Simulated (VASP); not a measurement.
A run of VASP 6.6.1:

The input INCAR:

```
SYSTEM = MgO
PREC = Accurate ; ENCUT = 600
EDIFF = 1E-7 ; ISMEAR = 0
SIGMA = 0.05 ; LREAL = .FALSE.
LASPH = .TRUE. ; NELM = 60
ALGO = Normal ; ISIF = 3
LWAVE = .FALSE. ; LCHARG = .FALSE.
METAGGA = R2SCAN ; LMIXTAU = .TRUE.
IVDW = 12 ; VDW_S6 = 1.0
VDW_S8 = 0.78981345 ; VDW_A1 = 0.49484001
VDW_A2 = 5.73083694 ; IBRION = 2
NSW = 40 ; EDIFFG = -0.02
```

File KPOINTS:

```
Automatic mesh
0
G
  10 10 10
  0 0 0
```

The input POSCAR:

```
MgO
1.0
    2.9380209034      0.0000000000      0.0000000000
   -1.4690104517      2.5444007392      0.0000000000
    0.0000000000      0.0000000000      2.6796800000
Mg O
1 1
Direct
    0.0000000000      0.0000000000      0.0000000000
    0.3333333333      0.6666666667      0.5000000000
```

Potentials or basis: VASP PAW PBE potentials, release 64 (Mg, O).

Launch:

```console
$ cat potpaw_PBE.64/Mg/POTCAR potpaw_PBE.64/O/POTCAR > POTCAR
$ mpirun -np 1 vasp_std > vasp.out
```

Hardware: 1 thread of Intel(R) Xeon(R) Platinum 8488C (Sapphire Rapids) (shared host).

Q: Estimate the wall time of this run.

A: Run time: 2.7 min on 1 thread of Intel(R) Xeon(R) Platinum 8488C (Sapphire Rapids), on a shared host, peak memory 0.17 GiB. Counts: scf iterations 70, k points 84, ion steps 5.
